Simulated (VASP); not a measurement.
# Ir (P6_3/mmc) in VASP: further runs

Aim: see how the results for Ir move with the level of theory and the settings. Levels: revPBE, BLYP, AM05, PW91, r2SCAN. Tasks: band structure.

Everything below comes from runs of VASP 6.6.1. Logs are shortened: lines on timing, memory, paths and dates and some standing lists are left out, and cuts for length are marked.

## (1) Starting point

It takes space group P6_3/mmc (No. 194, hexagonal). The conventional cell has a = 2.751 Å, b = 2.751 Å, c = 4.462 Å, α = 90.00°, β = 90.00°, γ = 120.00°. Around Ir (site symmetry -6m2) lie 12 Ir at 2.74 to 2.75 Å.

This isn't the form of Ir at room conditions, which is fcc.

## (2) Band structure, revPBE

INCAR reads:

```
SYSTEM = Ir
PREC = Accurate
ENCUT = 520
EDIFF = 1E-6
ISMEAR = -1
SIGMA = 0.05
LREAL = .FALSE.
LASPH = .TRUE.
NELM = 100
ALGO = Normal
ISIF = 2
LWAVE = .FALSE.
LCHARG = .FALSE.
LMAXMIX = 4
GGA = RE
NBANDS = 16
```

KPOINTS reads:

```
Automatic mesh
0
G
  11 11 6
  0 0 0
```

POSCAR reads:

```
Ir
1.0
    2.7513778946      0.0000000000      0.0000000000
   -1.3756889473      2.3827631521      0.0000000000
    0.0000000000      0.0000000000      4.4622900000
Ir
2
Direct
    0.3333333333      0.6666666667      0.2500000000
    0.6666666667      0.3333333333      0.7500000000
```

KPOINTS_OPT reads:

```
path GMKGALHA,LM,KH
10
line-mode
reciprocal
 0.0000000000  0.0000000000  0.0000000000  G
 0.5000000000  0.0000000000  0.0000000000  M

 0.5000000000  0.0000000000  0.0000000000  M
 0.3333333333  0.3333333333  0.0000000000  K

 0.3333333333  0.3333333333  0.0000000000  K
 0.0000000000  0.0000000000  0.0000000000  G

 0.0000000000  0.0000000000  0.0000000000  G
 0.0000000000  0.0000000000  0.5000000000  A

 0.0000000000  0.0000000000  0.5000000000  A
 0.5000000000  0.0000000000  0.5000000000  L

 0.5000000000  0.0000000000  0.5000000000  L
 0.3333333333  0.3333333333  0.5000000000  H

 0.3333333333  0.3333333333  0.5000000000  H
 0.0000000000  0.0000000000  0.5000000000  A

 0.5000000000  0.0000000000  0.5000000000  L
 0.5000000000  0.0000000000  0.0000000000  M

 0.3333333333  0.3333333333  0.0000000000  K
 0.3333333333  0.3333333333  0.5000000000  H
```

Potentials or basis: VASP PAW PBE potentials, release 64 (Ir).

Command:

```sh
> cat potpaw_PBE.64/Ir/POTCAR > POTCAR
> mpirun -np 1 vasp_std > vasp.out
```

OUTCAR:

```text
SYSTEM = Ir
   PREC = Accurate
   ENCUT = 520
   EDIFF = 1E-6
   ISMEAR = -1
   LREAL = .FALSE.
   LASPH = .TRUE.
   NELM = 100
   ISIF = 2
   GGA = RE

 ion  position               nearest neighbor table
   1  0.333  0.667  0.250-   2 2.74   2 2.74   2 2.74   2 2.74   2 2.74   2 2.74
   2  0.667  0.333  0.750-   1 2.74   1 2.74   1 2.74   1 2.74   1 2.74   1 2.74

  LATTYP: Found a hexagonal cell.
 ALAT       =     2.7513778946
 C/A-ratio  =     1.6218382828

  Lattice vectors:

 A1 = (   2.7513778946,   0.0000000000,   0.0000000000)
 A2 = (  -1.3756889473,   2.3827631521,   0.0000000000)
 A3 = (   0.0000000000,   0.0000000000,   4.4622900000)

Analysis of symmetry for initial positions (statically):
=====================================================================
 Subroutine PRICEL returns:
 Original cell was already a primitive cell.

 Routine SETGRP: Setting up the symmetry group for a
 hexagonal supercell.

 Subroutine GETGRP returns: Found 24 space group operations
 (whereof 12 operations were pure point group operations)
 out of a pool of 24 trial point group operations.

The static configuration has the point symmetry D_3d.
 The point group associated with its full space group is D_6h.

Analysis of symmetry for dynamics (positions and initial velocities):
=====================================================================
 Subroutine PRICEL returns:
 Original cell was already a primitive cell.

 Routine SETGRP: Setting up the symmetry group for a
 hexagonal supercell.

 Subroutine GETGRP returns: Found 24 space group operations
 (whereof 12 operations were pure point group operations)
 out of a pool of 24 trial point group operations.

The dynamic configuration has the point symmetry D_3d.
 The point group associated with its full space group is D_6h.

 Subroutine INISYM returns: Found 24 space group operations
 (whereof 12 operations are pure point group operations),
 and found     1 'primitive' translations

----------------------------------------------------------------------------------------

                                     Primitive cell

  volume of cell :      29.2542

  direct lattice vectors                    reciprocal lattice vectors
     2.751377895  0.000000000  0.000000000     0.363454254  0.209840411  0.000000000
    -1.375688947  2.382763152  0.000000000     0.000000000  0.419680823  0.000000000
     0.000000000  0.000000000  4.462290000     0.000000000  0.000000000  0.224100182

  length of vectors
     2.751377895  2.751377895  4.462290000     0.419680823  0.419680823  0.224100182

  position of ions in fractional coordinates (direct lattice)
     0.333333333  0.666666667  0.250000000
     0.666666667  0.333333333  0.750000000

  ion indices of the primitive-cell ions
   primitive index   ion index
                 1           1
                 2           2

----------------------------------------------------------------------------------------

 KPOINTS: Automatic mesh

Automatic generation of k-mesh.
 Grid dimensions read from file:
 generate k-points for:   11   11    6

 Generating k-lattice:

  Cartesian coordinates                     Fractional coordinates (reciprocal lattice)
     0.033041296  0.019076401  0.000000000     0.090909091 -0.000000000  0.000000000
     0.000000000  0.038152802  0.000000000     0.000000000  0.090909091  0.000000000
     0.000000000  0.000000000  0.037350030     0.000000000  0.000000000  0.166666667

  Length of vectors
     0.038152802  0.038152802  0.037350030

  Shift w.r.t. Gamma in fractional coordinates (k-lattice)
     0.000000000  0.000000000  0.000000000

 Subroutine IBZKPT returns following result:
 ===========================================

 Found     64 irreducible k-points:

 Following reciprocal coordinates:
            Coordinates               Weight
  0.000000  0.000000  0.000000      1.000000
  0.090909 -0.000000  0.000000      6.000000
  0.181818 -0.000000  0.000000      6.000000
  0.272727 -0.000000  0.000000      6.000000
  0.363636 -0.000000  0.000000      6.000000
  0.454545 -0.000000  0.000000      6.000000
[... 16 lines left out ...]
  0.090909  0.090909  0.166667     12.000000
  0.181818  0.090909  0.166667     24.000000
 [... further k-points ...]
   k-points           NKPTS =     64   k-points in BZ     NKDIM =     64   number of bands    NBANDS=     16
   number of dos      NEDOS =    301   number of ions     NIONS =      2
   total plane-waves  NPLWV =  14400
   dimension x,y,z NGX =    20 NGY =   20 NGZ =   36
   dimension x,y,z NGXF=    40 NGYF=   40 NGZF=   72
   ions per type =               2
   NGX,Y,Z   is equivalent  to a cutoff of  12.08, 12.08, 13.41 a.u.
   NGXF,Y,Z  is equivalent  to a cutoff of  24.17, 24.17, 26.82 a.u.
 SYSTEM =  Ir
   PREC   = accura    normal or accurate (medium, high low for compatibility)
   ISTART =      0    job   : 0-new  1-cont  2-samecut
   ICHARG =      2    charge: 1-file 2-atom 10-const
   ISPIN  =      1    spin polarized calculation?
   LNONCOLLINEAR =      F non collinear calculations
   LSORBIT =      F    spin-orbit coupling
   LASPH  =      T    aspherical Exc in radial PAW
   ENCUT  =  520.0 eV  38.22 Ry    6.18 a.u.   5.12  5.12  8.30*2*pi/ulx,y,z
   NELM   =    100;   NELMIN=  2; NELMDL= -5     # of ELM steps
   EDIFF  = 0.1E-05   stopping-criterion for ELM
[... 8 lines left out ...]
   TEBEG  =    0.0;   TEEND  =   0.0 temperature during run
   PSTRESS=    0.0 pullay stress
   NELECT =      18.0000    total number of electrons
   NUPDOWN=      -1.0000    fix difference up-down
   EMIN   =  10.00;   EMAX   =-10.00  energy-range for DOS
   EFERMI =   0.00;   METHOD = LEGACY
   ISMEAR =    -1;   SIGMA  =   0.05  broadening in eV -4-tet -1-fermi 0-gaus
   EFERMI_NEDOS =   21; number of points for ismear=-14 and -15
   IALGO  =     38    algorithm
   IMIX   =      4    mixing-type and parameters
     AMIX     =   0.40;   BMIX     =  1.00
     AMIX_MAG =   1.60;   BMIX_MAG =  1.00
  volume/ion in A,a.u.               =      14.63        98.71
  Fermi-wavevector in a.u.,A,eV,Ry     =   1.392417  2.631287 26.379323  1.938826
  Thomas-Fermi vector in A             =   2.516162
   LORBIT       =      0    0 simple, 1 ext, 2 COOP (PROOUT), +10 PAW based schemes
   GGA     = RE    functional components
   LHFCALC =     F    Hartree Fock is set to
   AEXX    =    0.0000 exact exchange contribution
   IVDW    =     0    specifies the selected vdW correction
   LEPSILON=     F    determine dielectric tensor
   LRPA    =     F    only Hartree local field effects (RPA)
 non-spin polarized calculation
  energy-cutoff  :      520.00
  volume of cell :       29.25
 maximum number of plane-waves:       796
   NGX = 11   NGY = 11   NGZ = 17

 number of electron      18.0000000 magnetization

 Free energy of the ion-electron system (eV)
  ---------------------------------------------------
  ext. energy  EPLUGINS =         0.00000000
  ---------------------------------------------------
  free energy    TOTEN  =       -16.47506246 eV

  energy without entropy =      -16.44917308  energy(sigma->0) =      -16.46211777

 E-fermi :   9.9845     XC(G=0): -13.7619

 val. band max:        9.9727832120   @ k =   0.3636   0.1818   0.1667
 cond. band min:       9.9927639928   @ k =   0.2727   0.0909   0.3333
 fundamental gap:      0.0199807808
 Fermi energy:         9.9845036298

 k-point     1 :       0.0000    0.0000    0.0000
  band No.  band energies     occupation
      1      -0.8569      2.00000
      2       2.1713      2.00000
      3       6.2450      2.00000
      4       6.3485      2.00000
      5       6.3485      2.00000
      6       6.9719      2.00000
[... 8 lines left out ...]
     15      26.4101      0.00000
     16      27.4092      0.00000

 k-point     2 :       0.0909   -0.0000    0.0000
  band No.  band energies     occupation
      1      -0.5464      2.00000
      2       2.4441      2.00000
      3       5.8322      2.00000
      4       6.6075      2.00000
      5       6.6809      2.00000
      6       6.8374      2.00000
[... 8 lines left out ...]
     15      26.8060      0.00000
     16      27.8273      0.00000

 k-point     3 :       0.1818   -0.0000    0.0000
  band No.  band energies     occupation
      1       0.3168      2.00000
      2       3.0882      2.00000
      3       5.3482      2.00000
      4       5.9962      2.00000
      5       6.3902      2.00000
      6       7.1170      2.00000
[... 8 lines left out ...]
     15      27.0996      0.00000
     16      27.5489      0.00000

 k-point     4 :       0.2727   -0.0000    0.0000
  band No.  band energies     occupation
      1       1.4810      2.00000
      2       3.3874      2.00000
      3       4.7738      2.00000
      4       5.3781      2.00000
      5       6.2340      2.00000
      6       6.6555      2.00000
[... 8 lines left out ...]
     15      25.1437      0.00000
     16      25.5713      0.00000

 k-point     5 :       0.3636   -0.0000    0.0000
  band No.  band energies     occupation
      1       2.4198      2.00000
      2       3.1052      2.00000
      3       3.9120      2.00000
      4       5.8683      2.00000
      5       6.2903      2.00000
      6       6.7427      2.00000
[... 8 lines left out ...]
     15      22.9780      0.00000
     16      24.3533      0.00000

 k-point     6 :       0.4545   -0.0000    0.0000
  band No.  band energies     occupation
      1       2.7535      2.00000
      2       2.8752      2.00000
      3       3.4694      2.00000
      4       6.0922      2.00000
      5       6.5488      2.00000
      6       6.6187      2.00000
[... 8 lines left out ...]
     15      21.5624      0.00000
     16      21.6091      0.00000

 k-point     7 :       0.0909    0.0909    0.0000
  band No.  band energies     occupation
      1       0.0447      2.00000
      2       2.9272      2.00000
      3       5.4075      2.00000
      4       6.4460      2.00000
      5       6.5479      2.00000
      6       7.0225      2.00000
[... 8 lines left out ...]
     15      26.9397      0.00000
     16      27.4706      0.00000

 k-point     8 :       0.1818    0.0909    0.0000
  band No.  band energies     occupation
      1       1.0942      2.00000
      2       3.5506      2.00000
      3       5.0104      2.00000
      4       5.2457      2.00000
      5       6.2677      2.00000
      6       6.5356      2.00000
[... 8 lines left out ...]
     15      24.8734      0.00000
     16      26.4815      0.00000

 k-point     9 :       0.2727    0.0909    0.0000
  band No.  band energies     occupation
      1       2.2394      2.00000
      2       3.4994      2.00000
      3       4.2672      2.00000
      4       5.2992      2.00000
      5       6.1960      2.00000
      6       6.4407      2.00000
[... 8 lines left out ...]
     15      22.7860      0.00000
     16      25.1183      0.00000
[... 172 lines left out ...]
 k-point    19 :       0.1818   -0.0000    0.1667
  band No.  band energies     occupation
      1       0.5783      2.00000
      2       3.1491      2.00000
      3       5.4094      2.00000
      4       5.5342      2.00000
      5       6.1924      2.00000
      6       6.8837      2.00000
[... 8 lines left out ...]
     15      26.5214      0.00000
     16      27.2809      0.00000

 k-point    20 :       0.2727   -0.0000    0.1667
  band No.  band energies     occupation
      1       1.6384      2.00000
      2       3.4940      2.00000
      3       4.6241      2.00000
      4       5.3719      2.00000
      5       5.9803      2.00000
      6       6.7742      2.00000
[... 8 lines left out ...]
     15      25.5955      0.00000
     16      25.6293      0.00000

 k-point    21 :       0.3636   -0.0000    0.1667
  band No.  band energies     occupation
      1       2.3230      2.00000
      2       3.1953      2.00000
      3       4.1924      2.00000
      4       5.1608      2.00000
      5       6.4881      2.00000
      6       6.7203      2.00000
[... 8 lines left out ...]
     15      23.6110      0.00000
     16      23.9359      0.00000

 k-point    22 :       0.4545   -0.0000    0.1667
  band No.  band energies     occupation
      1       2.4412      2.00000
      2       2.9039      2.00000
      3       4.0875      2.00000
      4       5.1075      2.00000
      5       6.3152      2.00000
      6       7.1082      2.00000
[... 8 lines left out ...]
     15      22.2826      0.00000
     16      22.7556      0.00000

 k-point    23 :       0.0909    0.0909    0.1667
  band No.  band energies     occupation
      1       0.3195      2.00000
      2       2.9742      2.00000
      3       5.4647      2.00000
      4       5.7948      2.00000
      5       6.3378      2.00000
      6       6.7957      2.00000
[... 8 lines left out ...]
     15      26.9012      0.00000
     16      27.2895      0.00000

 k-point    24 :       0.1818    0.0909    0.1667
  band No.  band energies     occupation
      1       1.3101      2.00000
      2       3.6567      2.00000
      3       4.8831      2.00000
      4       5.1110      2.00000
      5       6.0652      2.00000
      6       6.6610      2.00000
[... 8 lines left out ...]
     15      25.1034      0.00000
     16      26.4831      0.00000

 [... further k-points ...]
[... 5 lines left out ...]
  --------------------------------------------------------------------------------------
  -------------------------------------------------------------------------------------
  Total        0.3853629      0.3853629      0.3260688      0.0000000      0.0000000     -0.0000000
  in kB       21.1053032     21.1053032     17.8579220      0.0000000      0.0000000     -0.0000000
  external PRESSURE =      20.0228428 kB  Pullay stress =       0.0000000 kB

 VOLUME and BASIS-vectors are now :
 -----------------------------------------------------------------------------
  energy-cutoff  :      520.00
  volume of cell :       29.25
      direct lattice vectors                 reciprocal lattice vectors
     2.751377895  0.000000000  0.000000000     0.363454254  0.209840411  0.000000000
    -1.375688947  2.382763152  0.000000000     0.000000000  0.419680823  0.000000000
     0.000000000  0.000000000  4.462290000     0.000000000  0.000000000  0.224100182

 POSITION                                       TOTAL-FORCE (eV/Angst)
 -----------------------------------------------------------------------------------
     -0.00000      1.58851      1.11557        -0.000000     -0.000000      0.000000
      1.37569      0.79425      3.34672         0.000000      0.000000      0.000000
 -----------------------------------------------------------------------------------
    total drift:                                0.000000     -0.000000     -0.000000

  FREE ENERGIE OF THE ION-ELECTRON SYSTEM (eV)
  ---------------------------------------------------
  free  energy   TOTEN  =       -16.4750624585 eV

  energy  without entropy=      -16.4491730797  energy(sigma->0) =      -16.46211777
```

It took 25 s on 1 thread of Intel Xeon Platinum 8488C (Sapphire Rapids), shared host; peak memory 0.17 GiB.

Results:

```
Free energy             : -16.4751 eV
Pressure                : 2.0 GPa
Band gap along the path : none (metal or under the smearing width)
```

Stress tensor (GPa, compression positive):
```
2.11 0.00 0.00
0.00 2.11 0.00
0.00 0.00 1.79
```

Levels at the corners of the path, in eV from the Fermi level:
```
point  band 6  band 7  band 8  band 9  band 10  band 11
    Γ   -3.01   -3.01   -2.25   -2.25    -0.71     0.27
    M   -3.28   -2.83    0.69    0.92     1.08     2.85
    M   -3.28   -2.83    0.69    0.92     1.08     2.85
    K   -4.03   -2.29   -0.03   -0.03     0.30     4.43
    K   -4.03   -2.29   -0.03   -0.03     0.30     4.43
    Γ   -3.01   -3.01   -2.25   -2.25    -0.71     0.27
    Γ   -3.01   -3.01   -2.25   -2.25    -0.71     0.27
    A   -3.75   -3.75   -3.75   -0.44    -0.44    -0.44
    A   -3.75   -3.75   -3.75   -0.44    -0.44    -0.44
    L   -2.02   -0.89   -0.89    0.92     0.92     1.99
    L   -2.02   -0.89   -0.89    0.92     0.92     1.99
    H   -3.95   -2.27   -2.27    0.31     0.31     6.96
    H   -3.95   -2.27   -2.27    0.31     0.31     6.96
    A   -3.75   -3.75   -3.75   -0.44    -0.44    -0.44
    L   -2.02   -0.89   -0.89    0.92     0.92     1.99
    M   -3.28   -2.83    0.69    0.92     1.08     2.85
    K   -4.03   -2.29   -0.03   -0.03     0.30     4.43
    H   -3.95   -2.27   -2.27    0.31     0.31     6.96
```

Caveat: the PAW data sets were made with another functional, which shifts forces and pressure a little; spin-orbit coupling is left out, which moves the levels of the heavy elements.

## (3) Band structure, BLYP

Changes to INCAR since step 2:

```diff
@@ -14,3 +14,7 @@
 LMAXMIX = 4
-GGA = RE
+GGA = B5
+ALDAX = 1.0
+AGGAX = 1.0
+AGGAC = 1.0
+ALDAC = 0.0
 NBANDS = 16
```

KPOINTS is that of step 2.

POSCAR is that of step 2.

KPOINTS_OPT is that of step 2.

Potentials or basis: VASP PAW PBE potentials, release 64 (Ir).

Command:

```sh
> cat potpaw_PBE.64/Ir/POTCAR > POTCAR
> mpirun -np 1 vasp_std > vasp.out
```

It took 30 s on 1 thread of Intel Xeon Platinum 8488C (Sapphire Rapids), shared host; peak memory 0.17 GiB.

It converged, with:

| Quantity | Value |
| --- | --- |
| Free energy | -14.6554 eV |
| Pressure | 18.2 GPa |
| Band gap along the path | none (metal or under the smearing width) |

Levels at the corners of the path, in eV from the Fermi level:
```tsv
point	band 4	band 5	band 6	band 7	band 8	band 9	band 10	band 11	band 12	band 13
Γ	-3.66	-3.66	-3.04	-3.04	-2.28	-2.28	-0.41	0.26	0.26	6.83
M	-3.94	-3.36	-3.11	-2.83	0.67	0.91	1.07	2.94	4.37	8.21
M	-3.94	-3.36	-3.11	-2.83	0.67	0.91	1.07	2.94	4.37	8.21
K	-4.78	-4.00	-4.00	-2.28	-0.04	-0.04	0.29	4.48	4.48	6.12
K	-4.78	-4.00	-4.00	-2.28	-0.04	-0.04	0.29	4.48	4.48	6.12
Γ	-3.66	-3.66	-3.04	-3.04	-2.28	-2.28	-0.41	0.26	0.26	6.83
Γ	-3.66	-3.66	-3.04	-3.04	-2.28	-2.28	-0.41	0.26	0.26	6.83
A	-4.16	-3.78	-3.78	-3.78	-3.78	-0.47	-0.47	-0.47	-0.47	13.92
A	-4.16	-3.78	-3.78	-3.78	-3.78	-0.47	-0.47	-0.47	-0.47	13.92
L	-5.68	-2.03	-2.03	-0.75	-0.75	0.91	0.91	2.11	2.11	7.46
L	-5.68	-2.03	-2.03	-0.75	-0.75	0.91	0.91	2.11	2.11	7.46
H	-5.10	-3.87	-3.87	-2.28	-2.28	0.30	0.30	7.14	7.14	7.62
H	-5.10	-3.87	-3.87	-2.28	-2.28	0.30	0.30	7.14	7.14	7.62
A	-4.16	-3.78	-3.78	-3.78	-3.78	-0.47	-0.47	-0.47	-0.47	13.92
L	-5.68	-2.03	-2.03	-0.75	-0.75	0.91	0.91	2.11	2.11	7.46
M	-3.94	-3.36	-3.11	-2.83	0.67	0.91	1.07	2.94	4.37	8.21
K	-4.78	-4.00	-4.00	-2.28	-0.04	-0.04	0.29	4.48	4.48	6.12
H	-5.10	-3.87	-3.87	-2.28	-2.28	0.30	0.30	7.14	7.14	7.62
```

Caveat: the PAW data sets were made with another functional, which shifts forces and pressure a little; spin-orbit coupling is left out, which moves the levels of the heavy elements.

(Part 1 of 2 ends here.)
